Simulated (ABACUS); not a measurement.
# Co (P6_3/mmc) in ABACUS: further runs

One crystal, Co, is run at these levels: r2SCAN, PBE; tasks: band structure, equation of state.

Everything below comes from runs of ABACUS 3.10.1. Logs are shortened: lines on timing, memory, paths and dates and some standing lists are left out, and cuts for length are marked.

## 1. Starting point

It takes space group P6_3/mmc (No. 194, hexagonal). The conventional cell has a = 2.472 Å, b = 2.472 Å, c = 4.021 Å, α = 90.00°, β = 90.00°, γ = 120.00°. Co (site symmetry -6m2) has 12 Co at 2.47 Å as nearest neighbours.

## 2. Band structure, r2SCAN, collinear spin, ferromagnetic start

INPUT

```
INPUT_PARAMETERS
suffix              Co
calculation         nscf
basis_type          pw
pseudo_dir          ./
symmetry            -1
dft_functional      MGGA_X_R2SCAN+MGGA_C_R2SCAN
ecutwfc             112.0
pseudo_rcut         10
nspin               2
nbands              29
ks_solver           dav
smearing_method     fd
smearing_sigma      0.00367493
scf_thr             1e-08
scf_nmax            100
mixing_type         broyden
mixing_beta         0.4
mixing_tau          1
init_chg            file
pw_diag_thr         1e-07
out_band            1
kpar                4
```

STRU

```
ATOMIC_SPECIES
Co 58.9332 Co_ONCV_PBE-1.2.upf

LATTICE_CONSTANT
1.8897261246

LATTICE_VECTORS
2.4719999032 0.0000000000 0.0000000000
-1.2359999516 2.1408147143 0.0000000000
0.0000000000 0.0000000000 4.0211440800

ATOMIC_POSITIONS
Direct

Co
0.0
2
0.6666666667 0.3333333333 0.7500000000 1 1 1 mag 2
0.3333333333 0.6666666667 0.2500000000 1 1 1 mag 2
```

KPT

```
K_POINTS
12
Line
0.00000000 0.00000000 0.00000000 10 // G
0.50000000 0.00000000 0.00000000 10 // M
0.33333333 0.33333333 0.00000000 10 // K
0.00000000 0.00000000 0.00000000 10 // G
0.00000000 0.00000000 0.50000000 10 // A
0.50000000 0.00000000 0.50000000 10 // L
0.33333333 0.33333333 0.50000000 10 // H
0.00000000 0.00000000 0.50000000 1 // A
0.50000000 0.00000000 0.50000000 10 // L
0.50000000 0.00000000 0.00000000 1 // M
0.33333333 0.33333333 0.00000000 10 // K
0.33333333 0.33333333 0.50000000 1 // H
```

Potentials or basis: SG15 ONCV 1.2 PBE, plane waves.

The run is started by

```sh
$ OMP_NUM_THREADS=1 mpirun -np 4 abacus > log
```

running log:

```text
ABACUS v3.10.1

               Atomic-orbital Based Ab-initio Computation at UStc

 ------------------------------------------------------------------------------------

 READING GENERAL INFORMATION
                           global_out_dir = OUT.Co/
                           global_in_card = INPUT
                               pseudo_dir = ./
                              orbital_dir =
                                    DSIZE = 4
                                    GSIZE = 1

 READING UNITCELL INFORMATION
                                    ntype = 1
                  lattice constant (Bohr) = 1.88973
              lattice constant (Angstrom) = 1

 READING ATOM TYPE 1
                               atom label = Co
                      L=0, number of zeta = 1
                      L=1, number of zeta = 1
                      L=2, number of zeta = 1
             number of atom for this type = 2
               magnetization of element 1 = 2

                        TOTAL ATOM NUMBER = 2
DIRECT COORDINATES
    atom                   x                   y                   z     mag                  vx                  vy                  vz
taud_Co1            0.6666666667        0.3333333333        0.7500000000  2.0000        0.0000000000        0.0000000000        0.0000000000
taud_Co2            0.3333333333        0.6666666667        0.2500000000  2.0000        0.0000000000        0.0000000000        0.0000000000

                          Volume (Bohr^3) = 143.606
                             Volume (A^3) = 21.2802

 Lattice vectors: (Cartesian coordinate: in unit of a_0)
               +2.472                  +0                  +0
               -1.236            +2.14081                  +0
                   +0                  +0            +4.02114
 Reciprocal vectors: (Cartesian coordinate: in unit of 2 pi/a_0)
            +0.404531           +0.233556                  -0
                   -0           +0.467112                  -0
                   +0                  -0           +0.248685
 The esolver type has been set to : ksdft_pw

                PAO radial cut off (Bohr) = 10

 Read in pseudopotential file is Co_ONCV_PBE-1.2.upf
                     pseudopotential type = NC
          exchange-correlation functional = PBE
                 nonlocal core correction = 0
                        valence electrons = 17
                                     lmax = 2
                           number of zeta = 0
                     number of projectors = 6
                           L of projector = 0
                           L of projector = 0
                           L of projector = 1
                           L of projector = 1
                           L of projector = 2
                           L of projector = 2
 XC functional updated to : MGGA_X_R2SCAN+MGGA_C_R2SCAN
          exchange-correlation functional = MGGA_X_R2SCAN+MGGA_C_R2SCAN
     initial pseudo atomic orbital number = 0
 The readin total magnetization is 4

 SETUP THE ELECTRONS NUMBER
            electron number of element Co = 17
      total electron number of element Co = 34
            AUTOSET number of electrons:  = 34
                           occupied bands = 17
                                   NBANDS = 29
                                   NLOCAL = 18

%%%%%%%%%%%%%%%%%%%%%%%%%%%%%%%%%%%%%%%%%%%%%%%%%%%%%%%%%%%%%%%%%%%%%%%%%%%%%%%%%%%%%%%%%%%%%%%%%%%%%%%%%%
 Warning: the number of valence electrons in pseudopotential > 9 for Co: [Ar] 3d7 4s2
 Pseudopotentials with additional electrons can yield (more) accurate outcomes, but may be less efficient.
 If you're confident that your chosen pseudopotential is appropriate, you can safely ignore this warning.
%%%%%%%%%%%%%%%%%%%%%%%%%%%%%%%%%%%%%%%%%%%%%%%%%%%%%%%%%%%%%%%%%%%%%%%%%%%%%%%%%%%%%%%%%%%%%%%%%%%%%%%%%%

 SETUP THE PLANE WAVE BASIS
 energy cutoff for charge/potential (unit:Ry) = 448
            fft grid for charge/potential = [ 32, 32, 54 ]
                        fft grid division = [ 1, 1, 1 ]
        big fft grid for charge/potential = [ 32, 32, 54 ]
                                     nbxx = 55296
                                     nrxx = 55296

 SETUP PLANE WAVES FOR CHARGE/POTENTIAL
                    number of plane waves = 23019
                         number of sticks = 673

 PARALLEL PW FOR CHARGE/POTENTIAL
     PROC   COLUMNS(POT)             PW
        1            673          23019
 --------------- sum -------------------
        1            673          23019
                            number of |g| = 1143
                                  max |g| = 40.486
                                  min |g| = 0

----------- Double Check Mixing Parameters Begin ------------
mixing_type: broyden
mixing_beta: 0.4
mixing_gg0: 1
mixing_gg0_min: 0.1
mixing_beta_mag: 1.6
mixing_gg0_mag: 0
mixing_ndim: 8
----------- Double Check Mixing Parameters End ------------

 SETUP K-POINTS
                                    nspin = 2
                                   nkstot = 93
K-POINTS DIRECT COORDINATES
 KPOINTS    DIRECT_X    DIRECT_Y    DIRECT_Z  WEIGHT
       1  0.00000000  0.00000000  0.00000000  1.0000
       2  0.05000000  0.00000000  0.00000000  1.0000
       3  0.10000000  0.00000000  0.00000000  1.0000
       4  0.15000000  0.00000000  0.00000000  1.0000
       5  0.20000000  0.00000000  0.00000000  1.0000
       6  0.25000000  0.00000000  0.00000000  1.0000
[... 22 lines left out ...]
      29  0.06666667  0.06666667  0.00000000  1.0000
      30  0.03333333  0.03333333  0.00000000  1.0000
[... 63 further k points ...]

           k-point number in this process = 24
       minimum distributed K point number = 23
                             nks(nspin=2) = 48
                          nkstot(nspin=2) = 186

[... K-POINTS CARTESIAN COORDINATES: 48 rows ...]

[... K-POINTS DIRECT COORDINATES: 48 rows ...]

 SETUP PLANE WAVES FOR WAVE FUNCTIONS
     energy cutoff for wavefunc (unit:Ry) = 112
              fft grid for wave functions = [ 32, 32, 54 ]
                    number of plane waves = 3693
                         number of sticks = 199

 PARALLEL PW FOR WAVE FUNCTIONS
     PROC   COLUMNS(POT)             PW
        1            199           3693
 --------------- sum -------------------
        1            199           3693

 SETUP NONLOCAL PSEUDOPOTENTIALS IN PLANE WAVE BASIS
 Co non-local projectors:
 projector 1 L=0
 projector 2 L=0
 projector 3 L=1
 projector 4 L=1
 projector 5 L=2
 projector 6 L=2
      TOTAL NUMBER OF NONLOCAL PROJECTORS = 36

 Init Non-Local PseudoPotential table :
 Init Non-Local-Pseudopotential done.

                                     npwx = 2900

 -------------------------------------------
 NONSELF-CONSISTENT
 -------------------------------------------
                                 init_chg = file
 try to read charge from file
 Read in the charge density: OUT.Co//Co-CHARGE-DENSITY.restart
 try to read kinetic energy density from file
 Read in the kinetic energy density: OUT.Co//Co-TAU-DENSITY.restart

 PW ALGORITHM --------------- ION=   1  ELEC=   1--------------------------------

 k(1/186) Iter steps (avg)=31 threshold=1e-07
 k(2/186) Iter steps (avg)=20 threshold=1e-07
 k(3/186) Iter steps (avg)=26 threshold=1e-07
 k(4/186) Iter steps (avg)=27 threshold=1e-07
 k(5/186) Iter steps (avg)=22 threshold=1e-07
 k(6/186) Iter steps (avg)=22 threshold=1e-07
 k(7/186) Iter steps (avg)=19 threshold=1e-07

 k(8/186) Iter steps (avg)=16 threshold=1e-07
 k(9/186) Iter steps (avg)=14 threshold=1e-07

 k(10/186) Iter steps (avg)=14 threshold=1e-07

 k(11/186) Iter steps (avg)=12 threshold=1e-07
 k(12/186) Iter steps (avg)=12 threshold=1e-07
 k(13/186) Iter steps (avg)=14 threshold=1e-07
 k(14/186) Iter steps (avg)=13 threshold=1e-07
 k(15/186) Iter steps (avg)=14 threshold=1e-07
 k(16/186) Iter steps (avg)=15 threshold=1e-07
 k(17/186) Iter steps (avg)=16 threshold=1e-07

 k(18/186) Iter steps (avg)=23 threshold=1e-07

 k(19/186) Iter steps (avg)=30 threshold=1e-07
 k(20/186) Iter steps (avg)=23 threshold=1e-07
 k(21/186) Iter steps (avg)=27 threshold=1e-07
 k(22/186) Iter steps (avg)=25 threshold=1e-07

 k(23/186) Iter steps (avg)=27 threshold=1e-07
 k(24/186) Iter steps (avg)=26 threshold=1e-07
 k(25/186) Iter steps (avg)=26 threshold=1e-07
 k(26/186) Iter steps (avg)=18 threshold=1e-07
 k(27/186) Iter steps (avg)=27 threshold=1e-07
 k(28/186) Iter steps (avg)=22 threshold=1e-07
 k(29/186) Iter steps (avg)=21 threshold=1e-07
 k(30/186) Iter steps (avg)=23 threshold=1e-07
 k(31/186) Iter steps (avg)=19 threshold=1e-07
 k(32/186) Iter steps (avg)=18 threshold=1e-07
[... 6 lines left out ...]
 k(39/186) Iter steps (avg)=14 threshold=1e-07
 k(40/186) Iter steps (avg)=15 threshold=1e-07
 k(41/186) Iter steps (avg)=19 threshold=1e-07
 k(42/186) Iter steps (avg)=22 threshold=1e-07
 k(43/186) Iter steps (avg)=26 threshold=1e-07
 k(44/186) Iter steps (avg)=31 threshold=1e-07
 k(45/186) Iter steps (avg)=31 threshold=1e-07
 k(46/186) Iter steps (avg)=31 threshold=1e-07
 k(47/186) Iter steps (avg)=23 threshold=1e-07
 k(48/186) Iter steps (avg)=20 threshold=1e-07
[... levels at 48 k points of this process ...]

          total magnetism (Bohr mag/cell) = 3.54486
       absolute magnetism (Bohr mag/cell) = 4.25825
                        nelec for spin up = 18.7724
                      nelec for spin down = 15.2276

 Density error is 0.00000000000
                          Error Threshold = 1.00000000000e-07
----------------------------------------------------------
     Energy           Rydberg                 eV
----------------------------------------------------------
 E_KohnSham     -542.0299567296      -7374.6958982156
 E_KS(sigma->0) -542.0292979946      -7374.6869356666
 E_Harris       -542.0299567296      -7374.6958982156
 E_band         -35.1900725241       -478.7854993610
 E_one_elec     -211.1695983092      -2873.1097813765
 E_Hartree      126.0428350537       1714.9007488048
 E_xc           -55.2646351198       -751.9139355207
 E_Ewald        -401.6372408843      -5464.5550050252
 E_entropy(-TS) -0.0013174699        -0.0179250980
 E_descf        0.0000000000         0.0000000000
 E_exx          0.0000000000         0.0000000000
 E_Fermi        1.5268461969         20.7738082468
----------------------------------------------------------

 charge density convergence is achieved
 final etot is -7374.6958982 eV
 EFERMI = 20.773808247 eV

 STATE ENERGY(eV) AND OCCUPATIONS    NSPIN == 2
SPIN UP :
 1/24 kpoint (Cartesian) = 0.0000 0.0000 0.0000 (2875 pws)
       1       -79.2438      0.0107527
       2       -79.1824      0.0107527
       3       -41.8282      0.0107527
       4       -41.5200      0.0107527
       5       -41.5200      0.0107527
       6       -41.4807      0.0107527
[... 21 lines left out ...]
      28        47.7876        0.00000
      29        52.7524        0.00000

 2/24 kpoint (Cartesian) = 0.020227 0.011678 0.0000 (2849 pws)
       1       -79.2425      0.0107527
       2       -79.1817      0.0107527
       3       -41.8255      0.0107527
       4       -41.5263      0.0107527
       5       -41.5220      0.0107527
       6       -41.4818      0.0107527
[... 21 lines left out ...]
      28        49.6698        0.00000
      29        50.9166        0.00000

 3/24 kpoint (Cartesian) = 0.040453 0.023356 0.0000 (2857 pws)
       1       -79.2387      0.0107527
       2       -79.1800      0.0107527
       3       -41.8173      0.0107527
       4       -41.5444      0.0107527
       5       -41.5279      0.0107527
       6       -41.4957      0.0107527
[... 21 lines left out ...]
      28        50.9010        0.00000
      29        51.6468        0.00000

 4/24 kpoint (Cartesian) = 0.060680 0.035033 0.0000 (2855 pws)
       1       -79.2327      0.0107527
       2       -79.1772      0.0107527
       3       -41.8043      0.0107527
       4       -41.5727      0.0107527
       5       -41.5369      0.0107527
       6       -41.5246      0.0107527
[... 21 lines left out ...]
      28        50.8619        0.00000
      29        51.2599        0.00000

 5/24 kpoint (Cartesian) = 0.080906 0.046711 0.0000 (2858 pws)
       1       -79.2250      0.0107527
       2       -79.1740      0.0107527
       3       -41.7870      0.0107527
       4       -41.6086      0.0107527
       5       -41.5608      0.0107527
       6       -41.5480      0.0107527
[... 21 lines left out ...]
      28        50.7260        0.00000
      29        50.8115        0.00000

 6/24 kpoint (Cartesian) = 0.10113 0.058389 0.0000 (2860 pws)
       1       -79.2163      0.0107527
       2       -79.1706      0.0107527
       3       -41.7664      0.0107527
       4       -41.6486      0.0107527
       5       -41.6005      0.0107527
       6       -41.5601      0.0107527
[... 21 lines left out ...]
      28        50.2822        0.00000
      29        50.4620        0.00000

[... levels at 42 further k points ...]

 --------------------------------------------
 !FINAL_ETOT_IS -7374.695898215599 eV
 --------------------------------------------

 Output bands in file: OUT.Co/BANDS_1.dat

 Output bands in file: OUT.Co/BANDS_2.dat
```

Wall time 36 s (4 MPI ranks of Intel Xeon Platinum 8488C (Sapphire Rapids), shared host); peak memory 0.56 GiB.

Levels at the corners of the path, in eV from the Fermi level:
Spin up:
```tsv
point	band 16	band 17	band 18	band 19	band 20	band 21
Γ	-3.04	-3.04	-1.93	-1.93	-0.31	6.18
M	-1.75	-1.72	-1.60	0.83	3.07	9.92
K	-2.00	-2.00	-1.94	4.32	5.29	5.29
Γ	-3.04	-3.04	-1.93	-1.93	-0.31	6.18
A	-3.77	-2.25	-2.25	-2.25	-2.25	15.39
L	-2.04	-1.65	-1.65	1.43	1.43	7.26
H	-2.99	-1.83	-1.83	5.73	5.73	7.30
A	-3.77	-2.25	-2.25	-2.25	-2.25	15.39
L	-2.04	-1.65	-1.65	1.43	1.43	7.26
M	-1.75	-1.72	-1.60	0.83	3.07	9.92
K	-2.00	-2.00	-1.94	4.32	5.29	5.29
H	-2.99	-1.83	-1.83	5.73	5.73	7.30
```
Spin down:
```
point  band 13  band 14  band 15  band 16  band 17  band 18
    Γ    -0.91    -0.91    -0.51    -0.51     0.06     0.06
    M    -1.11    -1.00    -0.65     1.47     1.65     1.65
    K    -1.43    -1.43    -0.30     1.12     1.12     1.36
    Γ    -0.91    -0.91    -0.51    -0.51     0.06     0.06
    A    -0.97    -0.97    -0.97    -0.97     1.00     1.00
    L    -0.09    -0.09     0.14     0.14     1.58     1.58
    H    -2.10    -2.10    -0.05    -0.05     1.34     1.34
    A    -0.97    -0.97    -0.97    -0.97     1.00     1.00
    L    -0.09    -0.09     0.14     0.14     1.58     1.58
    M    -1.11    -1.00    -0.65     1.47     1.65     1.65
    K    -1.43    -1.43    -0.30     1.12     1.12     1.36
    H    -2.10    -2.10    -0.05    -0.05     1.34     1.34
```

Caveat: the density is read from an earlier self-consistent run, whose mesh may be coarse.

(Part 1 of 2 ends here.)
